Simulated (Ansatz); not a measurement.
# NaF: a trial structure relaxed

Aim: relax a trial structure of NaF and see where it ends.

Method: DFT PBE, scalar-relativistic, plane waves, PAW, in Ansatz 0.2.0.

### 1 The structure to begin with

Symmetry: P3_212, No. 153, trigonal system. The conventional cell has a = 3.719 Å, b = 3.719 Å, c = 6.080 Å, α = 90.00°, β = 90.00°, γ = 120.00°. Na (site symmetry 2) has 5 F at 2.09 to 2.28 Å as nearest neighbours. Around F (site symmetry 2) lie 5 Na at 2.09 to 2.28 Å.

Structure file:

```cif
data_structure
_symmetry_space_group_name_H-M 'P 1'
_symmetry_Int_Tables_number 1
_cell_length_a 3.7194
_cell_length_b 3.7194
_cell_length_c 6.0799
_cell_angle_alpha 90.000
_cell_angle_beta 90.000
_cell_angle_gamma 120.000
_cell_volume 72.84
loop_
_atom_site_label
_atom_site_type_symbol
_atom_site_fract_x
_atom_site_fract_y
_atom_site_fract_z
_atom_site_occupancy
Na1 Na 0.16208 0.83792 0.66667 1
Na2 Na 0.16208 0.32416 0.33333 1
Na3 Na 0.67584 0.83792 0.00000 1
F1 F 0.83792 0.16208 0.66667 1
F2 F 0.83792 0.67584 0.33333 1
F3 F 0.32416 0.16208 0.00000 1
```

Recipe of the guess: 5-connected net, two elements alternating (P3_212, No. 153). Lengths come from tabulated atomic sizes and are only a guess.

### 2 Probe: one point on a coarse mesh

Contents of input.yaml:

```yaml
crystal:
  lattice:
    - [3.71938729, 0.0, 0.0]
    - [-1.85969365, 3.22108388, 0.0]
    - [0.0, 0.0, 6.07991095]
  atoms:
    - { symbol: Na, position: [0.16207985, 0.83792015, 0.66666667] }
    - { symbol: Na, position: [0.16207985, 0.3241597, 0.33333333] }
    - { symbol: Na, position: [0.6758403, 0.83792015, 0.0] }
    - { symbol: F, position: [0.83792015, 0.16207985, 0.66666667] }
    - { symbol: F, position: [0.83792015, 0.6758403, 0.33333333] }
    - { symbol: F, position: [0.3241597, 0.16207985, 0.0] }
basis:
  ecutwfc: 420
kpoints:
  mp_grid: { grid: [6, 6, 4] }
hamiltonian:
  xc: pbe
scf:
  occupations: { method: gaussian, width: 0.1 }
  lower_state_search: "off"
output:
  forces: true
  stress: true
  eigenvalues: true
```

Started as:

```bash
$ ansatz run input.yaml --threads 1 --pin off --max-ram 2560MiB --backend cpu --events-out ev --progress --plain --runs-dir out
```

Further runs follow: a loose first relaxation; relaxation on the finer mesh.

**Question.** What will these runs give? Wanted: conventional cell; volume; energy over the elements; gap on the mesh.

The runs gave:

| quantity | value |
| --- | --- |
| symmetry at the end (tolerance 0.02 Å) | space group P3_212 (No. 153) |
| conventional cell | a = 3.803 Å, b = 3.803 Å, c = 7.517 Å, α = 90.00°, β = 90.00°, γ = 120.00° |
| volume | 15.70 Å³/atom |
| energy over the elements (uncorrected; H, N, O, F and Cl as molecules) | -2.53 eV/atom |
| gap on the mesh | 4.85 eV |

**Reading.** The space group P3_212 (No. 153) is kept, and the volume per atom grows by 29.3 % from the first guess. A negative formation energy is needed for stability but isn't enough; other structures and compounds were not set against it here. No finished test with a distortion of lower symmetry is shown, so the end may be a saddle point.
